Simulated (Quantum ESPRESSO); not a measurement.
# PbS (Galena) (Fm-3m) in Quantum ESPRESSO: notebook

Runs on PbS (Galena). Level: AM05. Tasks: single point, equation of state.

Everything below comes from runs of Quantum ESPRESSO 7.5. Logs are shortened: lines on timing, memory, paths and dates and some standing lists are left out, and cuts for length are marked.

### Step 1. Starting point

It takes space group Fm-3m (No. 225, cubic). The conventional cell has a = 5.931 Å, b = 5.931 Å, c = 5.931 Å, α = 90.00°, β = 90.00°, γ = 90.00°. Pb (site symmetry m-3m) is surrounded by 6 S at 2.97 Å. S (site symmetry m-3m) is surrounded by 6 Pb at 2.97 Å.

### Step 2. Single point, AM05, 24.52 Å³/atom

The input, pw.in:

```
&CONTROL
  calculation = 'scf'
  prefix = 'pwscf'
  outdir = './tmp'
  pseudo_dir = './pseudo'
  tprnfor = .true.
  tstress = .true.
  disk_io = 'nowf'
/
&SYSTEM
  ibrav = 0
  nat = 2
  ntyp = 2
  ecutwfc = 56
  nbnd = 16
  input_dft = 'XC-000I-000I-120L-135L-000I-000I'
  occupations = 'smearing'
  smearing = 'fd'
  degauss = 0.00367493
/
&ELECTRONS
  conv_thr = 4d-10
  electron_maxstep = 120
  mixing_beta = 0.5
/
ATOMIC_SPECIES
Pb   207.2000 Pb.upf
S     32.0600 S.upf
CELL_PARAMETERS angstrom
   0.0000000000    2.9052075019    2.9052075019
   2.9052075019    0.0000000000    2.9052075019
   2.9052075019    2.9052075019    0.0000000000
ATOMIC_POSITIONS crystal
Pb     0.0000000000    0.0000000000    0.0000000000
S      0.5000000000    0.5000000000    0.5000000000
K_POINTS automatic
8 8 8 0 0 0
```

Potentials or basis: PseudoDojo 0.4.1 SR PBE standard.

The run is started by

```bash
$ OMP_NUM_THREADS=1 pw.x -in pw.in > pw.out
```

pw.out:

```text
This program is part of the open-source Quantum ESPRESSO suite
     for quantum simulation of materials; please cite
         "P. Giannozzi et al., J. Phys.:Condens. Matter 21 395502 (2009);
         "P. Giannozzi et al., J. Phys.:Condens. Matter 29 465901 (2017);
         "P. Giannozzi et al., J. Chem. Phys. 152 154105 (2020);
     in publications or presentations arising from this work. More details at

     IMPORTANT: XC functional enforced from input :
     Exchange-correlation= XC-000I-000I-120L-135L-000I-000I
                           (   0   0 120 135   0   0   0)
     Any further DFT definition will be discarded
     Please, verify this is what you really want

     Message from routine setup:
     using ibrav=0 with symmetry is DISCOURAGED, use correct ibrav instead

     G-vector sticks info
     --------------------
     sticks:   dense  smooth     PW     G-vecs:    dense   smooth      PW
     Sum         931     931    283                18883    18883    3119

     Using Slab Decomposition

     bravais-lattice index     =            0
     lattice parameter (alat)  =       7.7641  a.u.
     unit-cell volume          =     330.9467 (a.u.)^3
     number of atoms/cell      =            2
     number of atomic types    =            2
     number of electrons       =        20.00
     number of Kohn-Sham states=           16
     kinetic-energy cutoff     =      56.0000  Ry
     charge density cutoff     =     224.0000  Ry
     scf convergence threshold =      4.0E-10
     mixing beta               =       0.5000
     number of iterations used =            8  plain     mixing
     Exchange-correlation= XC-000I-000I-120L-135L-000I-000I
                           (   0   0 120 135   0   0   0)

     celldm(1)=   7.764098  celldm(2)=   0.000000  celldm(3)=   0.000000
     celldm(4)=   0.000000  celldm(5)=   0.000000  celldm(6)=   0.000000

     crystal axes: (cart. coord. in units of alat)
               a(1) = (   0.000000   0.707107   0.707107 )
               a(2) = (   0.707107   0.000000   0.707107 )
               a(3) = (   0.707107   0.707107   0.000000 )

     reciprocal axes: (cart. coord. in units 2 pi/alat)
               b(1) = ( -0.707107  0.707107  0.707107 )
               b(2) = (  0.707107 -0.707107  0.707107 )
               b(3) = (  0.707107  0.707107 -0.707107 )

     PseudoPot. # 1 for Pb read from file:
     Pb.upf
     Pseudo is Norm-conserving + core correction, Zval = 14.0
     Generated using ONCVPSP code by D. R. Hamann
     Using radial grid of 1678 points,  6 beta functions with:
                l(1) =   0
                l(2) =   0
                l(3) =   1
                l(4) =   1
                l(5) =   2
                l(6) =   2

     PseudoPot. # 2 for S  read from file:
     S.upf
     Pseudo is Norm-conserving + core correction, Zval =  6.0
     Generated using ONCVPSP code by D. R. Hamann
     Using radial grid of 1146 points,  6 beta functions with:
                l(1) =   0
                l(2) =   0
                l(3) =   1
                l(4) =   1
                l(5) =   2
                l(6) =   2

     atomic species   valence    mass     pseudopotential
     Pb               14.00   207.20000     Pb( 1.00)
     S                 6.00    32.06000     S ( 1.00)

     48 Sym. Ops., with inversion, found

   Cartesian axes

     site n.     atom                  positions (alat units)
         1        Pb     tau(   1) = (   0.0000000   0.0000000   0.0000000  )
         2        S      tau(   2) = (   0.7071068   0.7071068   0.7071068  )

     number of k points=    29  Fermi-Dirac smearing, width (Ry)=  0.0037
                       cart. coord. in units 2pi/alat
        k(    1) = (   0.0000000   0.0000000   0.0000000), wk =   0.0039062
        k(    2) = (   0.0883883   0.0883883  -0.0883883), wk =   0.0312500
        k(    3) = (   0.1767767   0.1767767  -0.1767767), wk =   0.0312500
        k(    4) = (   0.2651650   0.2651650  -0.2651650), wk =   0.0312500
        k(    5) = (  -0.3535534  -0.3535534   0.3535534), wk =   0.0156250
        k(    6) = (   0.1767767   0.0000000   0.0000000), wk =   0.0234375
[... 21 lines left out ...]
        k(   28) = (  -0.7071068   0.1767767  -0.0000000), wk =   0.0468750
        k(   29) = (  -0.7071068   0.3535534   0.0000000), wk =   0.0234375

     Dense  grid:    18883 G-vectors     FFT dimensions: (  40,  40,  40)

     WARNING: libxc functional with ID  120 depends
      on external parameters: check the user_guide of
      QE if you need to modify them or to check their
      default values.

     WARNING: libxc functional with ID  135 depends
      on external parameters: check the user_guide of
      QE if you need to modify them or to check their
      default values.

     Initial potential from superposition of free atoms

     starting charge      19.9978, renormalised to      20.0000
[... 117 lines left out ...]
     7.0236   8.4811  11.1437  12.8031  12.9195  16.1527  18.7747  19.3067

          k =-0.2652-0.4419 0.4419 (  2346 PWs)   bands (ev):

    -7.2008  -7.1663  -7.1423  -7.1000  -7.0847  -3.0182   0.5909   6.7868
     7.2392   8.5953  10.8242  12.0778  12.6674  17.4196  19.7773  19.8289

          k =-0.1768-0.3536 0.3536 (  2353 PWs)   bands (ev):

    -7.1906  -7.1695  -7.1412  -7.0970  -7.0950  -3.1272   0.7354   6.4838
     7.5736   9.0593  10.4942  11.6856  13.0219  17.7194  18.5555  19.8331

          k =-0.0884-0.2652 0.2652 (  2345 PWs)   bands (ev):

    -7.1698  -7.1620  -7.1441  -7.1167  -7.1046  -3.6446   1.5798   6.4318
     7.7077   9.0598  10.9283  11.9710  13.5054  17.0470  17.2970  19.2109

          k = 0.0000-0.1768 0.1768 (  2311 PWs)   bands (ev):

    -7.1510  -7.1490  -7.1479  -7.1360  -7.1191  -4.1239   2.5344   6.7275
     7.5462   8.3561  12.2752  12.9260  13.9750  16.5725  16.7555  17.8048

          k = 0.3536 0.0000 0.0000 (  2333 PWs)   bands (ev):

    -7.2195  -7.1658  -7.1170  -7.1101  -7.1101  -3.7211   2.3038   6.4692
     6.4692   7.7474  12.0786  14.1150  14.6558  14.6558  19.3952  19.6730

          k = 0.4419 0.0884-0.0884 (  2346 PWs)   bands (ev):

    -7.2560  -7.1657  -7.1239  -7.0986  -7.0887  -3.2689   1.7923   6.1745
     6.3427   6.9239  12.7736  13.6698  14.3293  15.1034  20.0332  20.0887

          k =-0.1768-0.5303 0.5303 (  2335 PWs)   bands (ev):

    -7.2640  -7.1520  -7.1370  -7.0991  -7.0805  -2.8314   1.1474   5.4734
     6.5267   7.2222  12.4654  13.4721  14.0255  15.9058  20.3005  20.4017

          k =-0.0884-0.4419 0.4419 (  2335 PWs)   bands (ev):

    -7.2423  -7.1493  -7.1316  -7.1106  -7.0898  -2.7696   0.9030   5.1684
     6.9768   7.9159  11.7945  12.5970  14.1384  17.4385  18.8937  19.2666

          k = 0.0000-0.3536 0.3536 (  2337 PWs)   bands (ev):

    -7.2036  -7.1576  -7.1313  -7.1104  -7.1068  -3.1611   1.1585   5.5098
     7.5051   8.7894  11.0101  11.9676  13.8785  17.7830  18.5225  19.5402

          k = 0.5303-0.0000 0.0000 (  2357 PWs)   bands (ev):

    -7.3136  -7.1779  -7.1051  -7.0814  -7.0814  -2.9330   2.0578   5.2849
     5.9916   5.9916  13.4326  14.2601  15.2130  15.2130  20.2015  21.3899

          k =-0.0884-0.6187 0.6187 (  2338 PWs)   bands (ev):

    -7.3307  -7.1739  -7.1097  -7.0785  -7.0738  -2.6197   1.8796   4.3887
     5.9938   6.2146  13.3474  14.8212  14.8957  15.4632  21.0648  21.2269

          k = 0.0000-0.5303 0.5303 (  2329 PWs)   bands (ev):

    -7.3007  -7.1542  -7.1257  -7.0923  -7.0797  -2.5447   1.3704   4.3462
     6.3523   6.9244  12.9595  13.8353  14.8292  15.8296  19.7944  20.7275

          k =-0.7071 0.0000 0.0000 (  2346 PWs)   bands (ev):

    -7.3582  -7.1829  -7.1002  -7.0691  -7.0691  -2.5225   2.3212   3.8922
     5.8029   5.8029  13.2045  15.4617  15.5713  15.5713  20.7475  21.7048

          k = 0.3536 0.1768 0.0000 (  2342 PWs)   bands (ev):

    -7.2042  -7.1542  -7.1412  -7.1110  -7.1013  -3.5737   1.7926   6.1630
     7.1424   8.2509  11.5885  13.0323  13.7547  15.9196  18.9767  19.5382

          k =-0.2652-0.4419 0.6187 (  2342 PWs)   bands (ev):

    -7.2265  -7.1518  -7.1418  -7.1058  -7.0906  -3.0663   1.1322   5.8150
     6.6874   8.3781  11.3814  12.8570  13.7348  16.6687  19.3841  19.9694

          k =-0.1768-0.3536 0.5303 (  2342 PWs)   bands (ev):

    -7.2345  -7.1567  -7.1307  -7.1121  -7.0840  -2.8009   0.7961   5.8196
     6.2960   8.5809  11.0656  13.0373  13.7448  17.6236  18.1627  20.5352

          k =-0.1768-0.5303 0.7071 (  2353 PWs)   bands (ev):

    -7.2882  -7.1634  -7.1245  -7.0891  -7.0817  -2.8594   1.5833   5.3658
     5.6506   7.2112  13.0819  13.6370  14.3080  15.9676  20.4000  20.8986

          k =-0.0884-0.4419 0.6187 (  2337 PWs)   bands (ev):

    -7.2881  -7.1473  -7.1326  -7.1049  -7.0752  -2.5882   1.2988   4.7736
     5.4873   7.9669  12.1814  13.8928  14.5027  16.6790  18.9448  21.2326

          k = 0.0000-0.3536 0.5303 (  2328 PWs)   bands (ev):

    -7.2619  -7.1456  -7.1272  -7.1192  -7.0823  -2.6851   1.1233   4.9441
     5.8888   8.5126  11.4357  13.6361  14.1955  17.8260  17.8613  20.6467

          k =-0.7071 0.1768-0.0000 (  2346 PWs)   bands (ev):

    -7.3294  -7.1673  -7.1143  -7.0868  -7.0691  -2.5046   1.8061   4.1209
     5.4515   6.9878  13.5528  13.7292  15.1119  16.2025  20.1613  21.4109

          k =-0.7071 0.3536 0.0000 (  2328 PWs)   bands (ev):

    -7.2954  -7.1336  -7.1281  -7.1281  -7.0691  -2.4854   1.4221   4.7288
     4.7288   8.5363  11.7562  14.3249  14.3249  17.9146  17.9146  21.7883

     the Fermi energy is     9.7886 ev

!    total energy              =    -162.34570912 Ry
     estimated scf accuracy    <          1.4E-10 Ry
     smearing contrib. (-TS)   =      -0.00007418 Ry
     internal energy E=F+TS    =    -162.34563494 Ry

     The total energy is F=E-TS. E is the sum of the following terms:
     one-electron contribution =     -32.23226105 Ry
     hartree contribution      =      29.21717868 Ry
     xc contribution           =     -45.78296028 Ry
     ewald contribution        =    -113.54759229 Ry

     convergence has been achieved in  10 iterations

     Forces acting on atoms (cartesian axes, Ry/au):

     atom    1 type  1   force =     0.00000000    0.00000000   -0.00000000
     atom    2 type  2   force =    -0.00000000   -0.00000000    0.00000000

     Total force =     0.000000     Total SCF correction =     0.000000

     Computing stress (Cartesian axis) and pressure

          total   stress  (Ry/bohr**3)                   (kbar)     P=       36.83
   0.00025033  -0.00000000  -0.00000000           36.83       -0.00       -0.00
  -0.00000000   0.00025033  -0.00000000           -0.00       36.83       -0.00
  -0.00000000  -0.00000000   0.00025033           -0.00       -0.00       36.83

=------------------------------------------------------------------------------=
   JOB DONE.
=------------------------------------------------------------------------------=
```

Run time: 10 s. Hardware: 1 thread of INTEL XEON PLATINUM 8581C at 2.30GHz (Emerald Rapids), shared host; peak memory 0.09 GiB.

What came out:

| Item | Value |
| --- | --- |
| Free energy | -2208.8259 eV |
| Pressure | 3.7 GPa |
| Band gap on the k mesh | 0.06 eV, direct |

Caveat: the potentials were made for another functional, which shifts forces and pressure; spin-orbit coupling is left out, which as a rule narrows the gap of such compounds by several tenths of an eV.

### Step 3. Single point, AM05, 25.04 Å³/atom

pw.in, as its differences from that of step 2:

```diff
@@ -29,5 +29,5 @@
 CELL_PARAMETERS angstrom
-   0.0000000000    2.9052075019    2.9052075019
-   2.9052075019    0.0000000000    2.9052075019
-   2.9052075019    2.9052075019    0.0000000000
+   0.0000000000    2.9256673838    2.9256673838
+   2.9256673838    0.0000000000    2.9256673838
+   2.9256673838    2.9256673838    0.0000000000
 ATOMIC_POSITIONS crystal
```

Potentials or basis: PseudoDojo 0.4.1 SR PBE standard.

The run is started by

```bash
$ OMP_NUM_THREADS=1 pw.x -in pw.in > pw.out
```

It took 10 s on 1 thread of INTEL XEON PLATINUM 8581C at 2.30GHz (Emerald Rapids), shared host; peak memory 0.09 GiB.

The run converged. Its results:

| Quantity | Value |
| --- | --- |
| Free energy | -2208.8452 eV |
| Pressure | 2.3 GPa |
| Band gap on the k mesh | 0.15 eV, direct |

Caveat: the potentials were made for another functional, which shifts forces and pressure; spin-orbit coupling is left out, which as a rule narrows the gap of such compounds by several tenths of an eV.

### Step 4. Single point, AM05, 25.56 Å³/atom

pw.in, as its differences from that of step 3:

```diff
@@ -29,5 +29,5 @@
 CELL_PARAMETERS angstrom
-   0.0000000000    2.9256673838    2.9256673838
-   2.9256673838    0.0000000000    2.9256673838
-   2.9256673838    2.9256673838    0.0000000000
+   0.0000000000    2.9458450378    2.9458450378
+   2.9458450378    0.0000000000    2.9458450378
+   2.9458450378    2.9458450378    0.0000000000
 ATOMIC_POSITIONS crystal
```

The run is started by

```bash
$ OMP_NUM_THREADS=1 pw.x -in pw.in > pw.out
```

It took 11 s on 1 thread of INTEL XEON PLATINUM 8581C at 2.30GHz (Emerald Rapids), shared host; peak memory 0.09 GiB.

It converged, with:

* Free energy: -2208.8557 eV
* Pressure: 1.0 GPa
* Band gap on the k mesh: 0.24 eV, direct

Caveat: the potentials were made for another functional, which shifts forces and pressure; spin-orbit coupling is left out, which as a rule narrows the gap of such compounds by several tenths of an eV.

### Step 5. Single point, AM05, 26.09 Å³/atom

pw.in, as its differences from that of step 4:

```diff
@@ -29,5 +29,5 @@
 CELL_PARAMETERS angstrom
-   0.0000000000    2.9458450378    2.9458450378
-   2.9458450378    0.0000000000    2.9458450378
-   2.9458450378    2.9458450378    0.0000000000
+   0.0000000000    2.9657500000    2.9657500000
+   2.9657500000    0.0000000000    2.9657500000
+   2.9657500000    2.9657500000    0.0000000000
 ATOMIC_POSITIONS crystal
```

The run is started by

```bash
$ OMP_NUM_THREADS=1 pw.x -in pw.in > pw.out
```

Wall time 10 s (1 thread of INTEL XEON PLATINUM 8581C at 2.30GHz (Emerald Rapids), shared host); peak memory 0.09 GiB.

It converged, with:

| Quantity | Value |
| --- | --- |
| Free energy | -2208.8582 eV |
| Pressure | -0.2 GPa |
| Band gap on the k mesh | 0.32 eV, direct |

Caveat: the potentials were made for another functional, which shifts forces and pressure; spin-orbit coupling is left out, which as a rule narrows the gap of such compounds by several tenths of an eV.

### Step 6. Single point, AM05, 26.61 Å³/atom

pw.in, as its differences from that of step 5:

```diff
@@ -29,5 +29,5 @@
 CELL_PARAMETERS angstrom
-   0.0000000000    2.9657500000    2.9657500000
-   2.9657500000    0.0000000000    2.9657500000
-   2.9657500000    2.9657500000    0.0000000000
+   0.0000000000    2.9853913009    2.9853913009
+   2.9853913009    0.0000000000    2.9853913009
+   2.9853913009    2.9853913009    0.0000000000
 ATOMIC_POSITIONS crystal
```

Potentials or basis: PseudoDojo 0.4.1 SR PBE standard.

The run is started by

```bash
$ OMP_NUM_THREADS=1 pw.x -in pw.in > pw.out
```

Run time: 11 s. Hardware: 1 thread of INTEL XEON PLATINUM 8581C at 2.30GHz (Emerald Rapids), shared host; peak memory 0.09 GiB.

Results (log left out):

```yaml
Free_energy: -2208.8534 eV
Pressure: -1.3 GPa
Band_gap_on_the_k_mesh: 0.39 eV, direct
```

Caveat: the potentials were made for another functional, which shifts forces and pressure; spin-orbit coupling is left out, which as a rule narrows the gap of such compounds by several tenths of an eV.

### Step 7. Single point, AM05, 27.13 Å³/atom

pw.in, as its differences from that of step 6:

```diff
@@ -29,5 +29,5 @@
 CELL_PARAMETERS angstrom
-   0.0000000000    2.9853913009    2.9853913009
-   2.9853913009    0.0000000000    2.9853913009
-   2.9853913009    2.9853913009    0.0000000000
+   0.0000000000    3.0047775019    3.0047775019
+   3.0047775019    0.0000000000    3.0047775019
+   3.0047775019    3.0047775019    0.0000000000
 ATOMIC_POSITIONS crystal
```

The run is started by

```bash
$ OMP_NUM_THREADS=1 pw.x -in pw.in > pw.out
```

It took 11 s on 1 thread of INTEL XEON PLATINUM 8581C at 2.30GHz (Emerald Rapids), shared host; peak memory 0.09 GiB.

Results (log left out):

```yaml
Free_energy: -2208.8421 eV
Pressure: -2.2 GPa
Band_gap_on_the_k_mesh: 0.45 eV, direct
```

Caveat: the potentials were made for another functional, which shifts forces and pressure; spin-orbit coupling is left out, which as a rule narrows the gap of such compounds by several tenths of an eV.

### Step 8. Single point, AM05, 27.65 Å³/atom

pw.in, as its differences from that of step 7:

```diff
@@ -29,5 +29,5 @@
 CELL_PARAMETERS angstrom
-   0.0000000000    3.0047775019    3.0047775019
-   3.0047775019    0.0000000000    3.0047775019
-   3.0047775019    3.0047775019    0.0000000000
+   0.0000000000    3.0239167281    3.0239167281
+   3.0239167281    0.0000000000    3.0239167281
+   3.0239167281    3.0239167281    0.0000000000
 ATOMIC_POSITIONS crystal
```

The run is started by

```bash
$ OMP_NUM_THREADS=1 pw.x -in pw.in > pw.out
```

It took 11 s on 1 thread of INTEL XEON PLATINUM 8581C at 2.30GHz (Emerald Rapids), shared host; peak memory 0.09 GiB.

The run converged. Its results:

```yaml
Free_energy: -2208.8249 eV
Pressure: -3.1 GPa
Band_gap_on_the_k_mesh: 0.52 eV, direct
```

Caveat: the potentials were made for another functional, which shifts forces and pressure; spin-orbit coupling is left out, which as a rule narrows the gap of such compounds by several tenths of an eV.

### Step 9. Equation of state, AM05

Potentials or basis: PseudoDojo 0.4.1 SR PBE standard.

This step only gathers the single runs of the series.

Results:

- Equilibrium volume: 25.99 Å³/atom
- Bulk modulus: 56 GPa
- Pressure derivative of the bulk modulus: 4.1

Energy against volume, from the lowest point:
| volume (Å³/atom) | energy (meV/atom) |
| --- | --- |
| 24.521 | 16.14 |
| 25.042 | 6.48 |
| 25.564 | 1.23 |
| 26.086 | 0.00 |
| 26.607 | 2.39 |
| 27.129 | 8.04 |
| 27.651 | 16.63 |

Caveat: the potentials were made for another functional, which shifts forces and pressure. The run has no spin-orbit coupling, so splittings on Pb are missing.
